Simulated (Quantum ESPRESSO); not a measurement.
# How the functional moves the magnetism of MnS (Browneite), part 2 of 3

Two starts of MnS (Browneite) are run at each rung of the functional.

Quantum ESPRESSO 7.5; LDA with U = 4 eV on Mn d (ortho-atomic projectors); plane waves with GBRV 1.5 LDA potentials, no spin-orbit coupling (settings of the first rung).

So far, largest spin moment in the atom's sphere (μB): step 2 (rung 1, start ferro +, LDA GBRV, Quantum ESPRESSO) 4.33; step 3 (rung 1, start antiferro q=(0,1/2,1/2) +-, LDA GBRV, Quantum ESPRESSO) 4.25; step 4 (rung 2, start ferro +, PBEsol GBRV, Quantum ESPRESSO) 4.36; step 5 (rung 2, start antiferro q=(0,1/2,1/2) +-, PBEsol GBRV, Quantum ESPRESSO) 4.28; step 6 (rung 3, start ferro +, PBE GBRV, Quantum ESPRESSO) 4.36.

### 7. Rung 3, start antiferro q=(0,1/2,1/2) +-

Level of this step: PBE with U = 4 eV on Mn d (ortho-atomic projectors); plane waves with GBRV 1.5 PBE potentials, no spin-orbit coupling (Quantum ESPRESSO).

File pw.in:

```
&CONTROL
  calculation = 'scf'
  prefix = 'pwscf'
  outdir = './tmp'
  pseudo_dir = './pseudo'
  disk_io = 'nowf'
/
&SYSTEM
  ibrav = 0
  nat = 4
  ntyp = 3
  ecutwfc = 40
  ecutrho = 280
  nbnd = 30
  occupations = 'smearing'
  smearing = 'fd'
  degauss = 0.00367493
  nspin = 2
  starting_magnetization(1) = 0.3
  starting_magnetization(2) = -0.3
  starting_magnetization(3) = 0
/
&ELECTRONS
  conv_thr = 8d-09
  electron_maxstep = 150
  mixing_beta = 0.3
/
ATOMIC_SPECIES
Mn1    54.9380 mn_pbe_v1.5.uspp.F.UPF
Mn2    54.9380 mn_pbe_v1.5.uspp.F.UPF
S      32.0600 s_pbe_v1.4.uspp.F.UPF
CELL_PARAMETERS angstrom
   0.0000000000    2.8000000000    2.8000000000
   5.6000000000    0.0000000000    5.6000000000
   5.6000000000    2.8000000000    2.8000000000
ATOMIC_POSITIONS crystal
Mn1     0.0000000000    0.0000000000    0.0000000000
Mn2     0.0000000000    0.5000000000    0.0000000000
S       0.2500000000    0.0000000000    0.2500000000
S       0.2500000000    0.5000000000    0.2500000000
K_POINTS automatic
6 3 6 0 0 0
HUBBARD {ortho-atomic}
U Mn1-3d 4.0000
U Mn2-3d 4.0000
```

Launch:

```sh
> OMP_NUM_THREADS=1 mpirun -n 2 pw.x -nk 2 -in pw.in > pw.out
```

The program printed:

```text
     [... lines left out ...]
Program PWSCF v.7.5 starts
     [... lines left out ...]
     number of atoms/cell      =            4
     [... lines left out ...]
     number of electrons       =        42.00
     number of Kohn-Sham states=           30
     kinetic-energy cutoff     =      40.0000  Ry
     charge density cutoff     =     280.0000  Ry
     scf convergence threshold =      8.0E-09
     [... lines left out ...]
      8 Sym. Ops. (no inversion) found
     [... lines left out ...]
     number of k points=    20  Fermi-Dirac smearing, width (Ry)=  0.0037
     [... lines left out ...]
     iteration # 14     ecut=    40.00 Ry     beta= 0.30
     [... lines left out ...]
     Magnetic moment per site  (integrated on atomic sphere of radius R)
     atom   1 (R=0.253)  charge= 12.9109  magn=  4.2927
     atom   2 (R=0.253)  charge= 12.9109  magn= -4.2927
     atom   3 (R=0.253)  charge=  4.2450  magn=  0.0000
     atom   4 (R=0.253)  charge=  4.2450  magn=  0.0000
     [... lines left out ...]
     Tr[ns(  1)] (up, down, total) =   4.94712  0.30742  5.25453
     [... lines left out ...]
     Tr[ns(  2)] (up, down, total) =   0.30742  4.94712  5.25453
     [... lines left out ...]
     the Fermi energy is     7.7206 ev
!    total energy              =    -470.67094069 Ry
     estimated scf accuracy    <          1.6E-09 Ry
     smearing contrib. (-TS)   =      -0.00000000 Ry
     [... lines left out ...]
     total magnetization       =     0.00 Bohr mag/cell
     absolute magnetization    =     9.66 Bohr mag/cell
     convergence has been achieved in  14 iterations
```

Elapsed: 74 s, on 2 MPI ranks of Intel Xeon 6975P-C (Granite Rapids), shared host; peak memory 0.4 GiB.

This step gave:

| Quantity | Value |
| --- | --- |
| magnetization | 0 μB |
| final state | antiferromagnetic |
| largest moment | 4.293 μB |

### 8. Rung 4, start ferro +

File pw.in:

```
&CONTROL
  calculation = 'scf'
  prefix = 'pwscf'
  outdir = './tmp'
  pseudo_dir = './pseudo'
  disk_io = 'nowf'
/
&SYSTEM
  ibrav = 0
  nat = 2
  ntyp = 2
  ecutwfc = 40
  ecutrho = 280
  nbnd = 19
  input_dft = 'wc'
  occupations = 'smearing'
  smearing = 'fd'
  degauss = 0.00367493
  nspin = 2
  starting_magnetization(1) = 0.3
  starting_magnetization(2) = 0
/
&ELECTRONS
  conv_thr = 4d-09
  electron_maxstep = 150
  mixing_beta = 0.3
/
ATOMIC_SPECIES
Mn     54.9380 mn_pbe_v1.5.uspp.F.UPF
S      32.0600 s_pbe_v1.4.uspp.F.UPF
CELL_PARAMETERS angstrom
   0.0000000000    2.8000000000    2.8000000000
   2.8000000000    0.0000000000    2.8000000000
   2.8000000000    2.8000000000    0.0000000000
ATOMIC_POSITIONS crystal
Mn      0.0000000000    0.0000000000    0.0000000000
S       0.2500000000    0.2500000000    0.2500000000
K_POINTS automatic
6 6 6 0 0 0
HUBBARD {ortho-atomic}
U Mn-3d 4.0000
```

The program printed:

```text
     [... lines left out ...]
Program PWSCF v.7.5 starts
     [... lines left out ...]
     number of atoms/cell      =            2
     [... lines left out ...]
     number of electrons       =        21.00
     number of Kohn-Sham states=           19
     kinetic-energy cutoff     =      40.0000  Ry
     charge density cutoff     =     280.0000  Ry
     scf convergence threshold =      4.0E-09
     [... lines left out ...]
     24 Sym. Ops. (no inversion) found
     [... lines left out ...]
     number of k points=    16  Fermi-Dirac smearing, width (Ry)=  0.0037
     [... lines left out ...]
     iteration # 11     ecut=    40.00 Ry     beta= 0.30
     [... lines left out ...]
     Magnetic moment per site  (integrated on atomic sphere of radius R)
     atom   1 (R=0.253)  charge= 12.9019  magn=  4.3581
     atom   2 (R=0.253)  charge=  4.2320  magn=  0.0434
     [... lines left out ...]
     Tr[ns(  1)] (up, down, total) =   4.95547  0.26191  5.21738
     [... lines left out ...]
     the Fermi energy is     7.6303 ev
!    total energy              =    -235.13670399 Ry
     estimated scf accuracy    <          3.5E-09 Ry
     smearing contrib. (-TS)   =      -0.00000002 Ry
     [... lines left out ...]
     total magnetization       =     5.00 Bohr mag/cell
     absolute magnetization    =     5.00 Bohr mag/cell
     convergence has been achieved in  11 iterations
```

Run time: 9.8 s. Hardware: 2 MPI ranks; peak memory 0.22 GiB; 19 s of CPU time.

Read from the output:

- magnetization: 5 μB
- final state: ferromagnetic
- largest moment: 4.358 μB

### 9. Rung 4, start antiferro q=(0,1/2,1/2) +-

File pw.in:

```
&CONTROL
  calculation = 'scf'
  prefix = 'pwscf'
  outdir = './tmp'
  pseudo_dir = './pseudo'
  disk_io = 'nowf'
/
&SYSTEM
  ibrav = 0
  nat = 4
  ntyp = 3
  ecutwfc = 40
  ecutrho = 280
  nbnd = 30
  input_dft = 'wc'
  occupations = 'smearing'
  smearing = 'fd'
  degauss = 0.00367493
  nspin = 2
  starting_magnetization(1) = 0.3
  starting_magnetization(2) = -0.3
  starting_magnetization(3) = 0
/
&ELECTRONS
  conv_thr = 8d-09
  electron_maxstep = 150
  mixing_beta = 0.3
/
ATOMIC_SPECIES
Mn1    54.9380 mn_pbe_v1.5.uspp.F.UPF
Mn2    54.9380 mn_pbe_v1.5.uspp.F.UPF
S      32.0600 s_pbe_v1.4.uspp.F.UPF
CELL_PARAMETERS angstrom
   0.0000000000    2.8000000000    2.8000000000
   5.6000000000    0.0000000000    5.6000000000
   5.6000000000    2.8000000000    2.8000000000
ATOMIC_POSITIONS crystal
Mn1     0.0000000000    0.0000000000    0.0000000000
Mn2     0.0000000000    0.5000000000    0.0000000000
S       0.2500000000    0.0000000000    0.2500000000
S       0.2500000000    0.5000000000    0.2500000000
K_POINTS automatic
6 3 6 0 0 0
HUBBARD {ortho-atomic}
U Mn1-3d 4.0000
U Mn2-3d 4.0000
```

The program printed:

```text
     [... lines left out ...]
Program PWSCF v.7.5 starts
     [... lines left out ...]
     number of atoms/cell      =            4
     [... lines left out ...]
     number of electrons       =        42.00
     number of Kohn-Sham states=           30
     kinetic-energy cutoff     =      40.0000  Ry
     charge density cutoff     =     280.0000  Ry
     scf convergence threshold =      8.0E-09
     [... lines left out ...]
      8 Sym. Ops. (no inversion) found
     [... lines left out ...]
     number of k points=    20  Fermi-Dirac smearing, width (Ry)=  0.0037
     [... lines left out ...]
     iteration # 14     ecut=    40.00 Ry     beta= 0.30
     [... lines left out ...]
     Magnetic moment per site  (integrated on atomic sphere of radius R)
     atom   1 (R=0.253)  charge= 12.9070  magn=  4.2864
     atom   2 (R=0.253)  charge= 12.9070  magn= -4.2864
     atom   3 (R=0.253)  charge=  4.2234  magn= -0.0000
     atom   4 (R=0.253)  charge=  4.2234  magn= -0.0000
     [... lines left out ...]
     Tr[ns(  1)] (up, down, total) =   4.94478  0.30851  5.25329
     [... lines left out ...]
     Tr[ns(  2)] (up, down, total) =   0.30851  4.94478  5.25329
     [... lines left out ...]
     the Fermi energy is     7.5458 ev
!    total energy              =    -470.28808576 Ry
     estimated scf accuracy    <          1.3E-10 Ry
     smearing contrib. (-TS)   =      -0.00000000 Ry
     [... lines left out ...]
     total magnetization       =    -0.00 Bohr mag/cell
     absolute magnetization    =     9.67 Bohr mag/cell
     convergence has been achieved in  14 iterations
```

Wall time 72 s (2 MPI ranks); peak memory 0.4 GiB.

This step gave:

```
magnetization  : 0 μB
final state    : antiferromagnetic
largest moment : 4.286 μB
```

### 10. Rung 5, start ferro +

File pw.in:

```
&CONTROL
  calculation = 'scf'
  prefix = 'pwscf'
  outdir = './tmp'
  pseudo_dir = './pseudo'
  disk_io = 'nowf'
/
&SYSTEM
  ibrav = 0
  nat = 2
  ntyp = 2
  ecutwfc = 40
  ecutrho = 280
  nbnd = 19
  input_dft = 'revpbe'
  occupations = 'smearing'
  smearing = 'fd'
  degauss = 0.00367493
  nspin = 2
  starting_magnetization(1) = 0.3
  starting_magnetization(2) = 0
/
&ELECTRONS
  conv_thr = 4d-09
  electron_maxstep = 150
  mixing_beta = 0.3
/
ATOMIC_SPECIES
Mn     54.9380 mn_pbe_v1.5.uspp.F.UPF
S      32.0600 s_pbe_v1.4.uspp.F.UPF
CELL_PARAMETERS angstrom
   0.0000000000    2.8000000000    2.8000000000
   2.8000000000    0.0000000000    2.8000000000
   2.8000000000    2.8000000000    0.0000000000
ATOMIC_POSITIONS crystal
Mn      0.0000000000    0.0000000000    0.0000000000
S       0.2500000000    0.2500000000    0.2500000000
K_POINTS automatic
6 6 6 0 0 0
HUBBARD {ortho-atomic}
U Mn-3d 4.0000
```

The program printed:

```text
     [... lines left out ...]
Program PWSCF v.7.5 starts
     [... lines left out ...]
     number of atoms/cell      =            2
     [... lines left out ...]
     number of electrons       =        21.00
     number of Kohn-Sham states=           19
     kinetic-energy cutoff     =      40.0000  Ry
     charge density cutoff     =     280.0000  Ry
     scf convergence threshold =      4.0E-09
     [... lines left out ...]
     24 Sym. Ops. (no inversion) found
     [... lines left out ...]
     number of k points=    16  Fermi-Dirac smearing, width (Ry)=  0.0037
     [... lines left out ...]
     iteration # 10     ecut=    40.00 Ry     beta= 0.30
     [... lines left out ...]
     Magnetic moment per site  (integrated on atomic sphere of radius R)
     atom   1 (R=0.253)  charge= 12.9041  magn=  4.3722
     atom   2 (R=0.253)  charge=  4.2680  magn=  0.0411
     [... lines left out ...]
     Tr[ns(  1)] (up, down, total) =   4.95874  0.25750  5.21624
     [... lines left out ...]
     the Fermi energy is     7.9376 ev
!    total energy              =    -235.40180503 Ry
     estimated scf accuracy    <          2.8E-09 Ry
     smearing contrib. (-TS)   =      -0.00000000 Ry
     [... lines left out ...]
     total magnetization       =     5.00 Bohr mag/cell
     absolute magnetization    =     5.00 Bohr mag/cell
     convergence has been achieved in  10 iterations
```

Elapsed: 9.7 s, on 2 MPI ranks; peak memory 0.22 GiB; 19 s of CPU time.

Read from the output:

```yaml
magnetization: 5 μB
final_state: ferromagnetic
largest_moment: 4.372 μB
```

### 11. Rung 5, start antiferro q=(0,1/2,1/2) +-

File pw.in:

```
&CONTROL
  calculation = 'scf'
  prefix = 'pwscf'
  outdir = './tmp'
  pseudo_dir = './pseudo'
  disk_io = 'nowf'
/
&SYSTEM
  ibrav = 0
  nat = 4
  ntyp = 3
  ecutwfc = 40
  ecutrho = 280
  nbnd = 30
  input_dft = 'revpbe'
  occupations = 'smearing'
  smearing = 'fd'
  degauss = 0.00367493
  nspin = 2
  starting_magnetization(1) = 0.3
  starting_magnetization(2) = -0.3
  starting_magnetization(3) = 0
/
&ELECTRONS
  conv_thr = 8d-09
  electron_maxstep = 150
  mixing_beta = 0.3
/
ATOMIC_SPECIES
Mn1    54.9380 mn_pbe_v1.5.uspp.F.UPF
Mn2    54.9380 mn_pbe_v1.5.uspp.F.UPF
S      32.0600 s_pbe_v1.4.uspp.F.UPF
CELL_PARAMETERS angstrom
   0.0000000000    2.8000000000    2.8000000000
   5.6000000000    0.0000000000    5.6000000000
   5.6000000000    2.8000000000    2.8000000000
ATOMIC_POSITIONS crystal
Mn1     0.0000000000    0.0000000000    0.0000000000
Mn2     0.0000000000    0.5000000000    0.0000000000
S       0.2500000000    0.0000000000    0.2500000000
S       0.2500000000    0.5000000000    0.2500000000
K_POINTS automatic
6 3 6 0 0 0
HUBBARD {ortho-atomic}
U Mn1-3d 4.0000
U Mn2-3d 4.0000
```

The program printed:

```text
     [... lines left out ...]
Program PWSCF v.7.5 starts
     [... lines left out ...]
     number of atoms/cell      =            4
     [... lines left out ...]
     number of electrons       =        42.00
     number of Kohn-Sham states=           30
     kinetic-energy cutoff     =      40.0000  Ry
     charge density cutoff     =     280.0000  Ry
     scf convergence threshold =      8.0E-09
     [... lines left out ...]
      8 Sym. Ops. (no inversion) found
     [... lines left out ...]
     number of k points=    20  Fermi-Dirac smearing, width (Ry)=  0.0037
     [... lines left out ...]
     iteration # 13     ecut=    40.00 Ry     beta= 0.30
     [... lines left out ...]
     Magnetic moment per site  (integrated on atomic sphere of radius R)
     atom   1 (R=0.253)  charge= 12.9093  magn=  4.3044
     atom   2 (R=0.253)  charge= 12.9093  magn= -4.3044
     atom   3 (R=0.253)  charge=  4.2597  magn= -0.0000
     atom   4 (R=0.253)  charge=  4.2597  magn= -0.0000
     [... lines left out ...]
     Tr[ns(  1)] (up, down, total) =   4.94905  0.30190  5.25095
     [... lines left out ...]
     Tr[ns(  2)] (up, down, total) =   0.30190  4.94905  5.25095
     [... lines left out ...]
     the Fermi energy is     7.8169 ev
!    total energy              =    -470.81806467 Ry
     estimated scf accuracy    <          3.3E-09 Ry
     smearing contrib. (-TS)   =      -0.00000000 Ry
     [... lines left out ...]
     total magnetization       =     0.00 Bohr mag/cell
     absolute magnetization    =     9.70 Bohr mag/cell
     convergence has been achieved in  13 iterations
```

The job ended after 69 s (2 MPI ranks; peak memory 0.4 GiB; 2.3 min of CPU time).

Read from the output:

```yaml
magnetization: 0 μB
final_state: antiferromagnetic
largest_moment: 4.304 μB
```

[end of part 2 of 3]

[Logs and program files are shortened in this print: banners, set-up blocks, solver, clock and traceback lines can be left out without a mark of their own.]

[Logs are printed without paths, hosts, clocks, repeated set-up lines and the standing remarks that a program may print on its own settings, such as how far it seeks lower states.]

[Hosts, paths, dates, database ids (printed as entryN), source tags and the programs' standing remarks are cut or masked in the printed files.]

[Where a cell is said to come from a database of computed structures, the database is the Materials Project.]
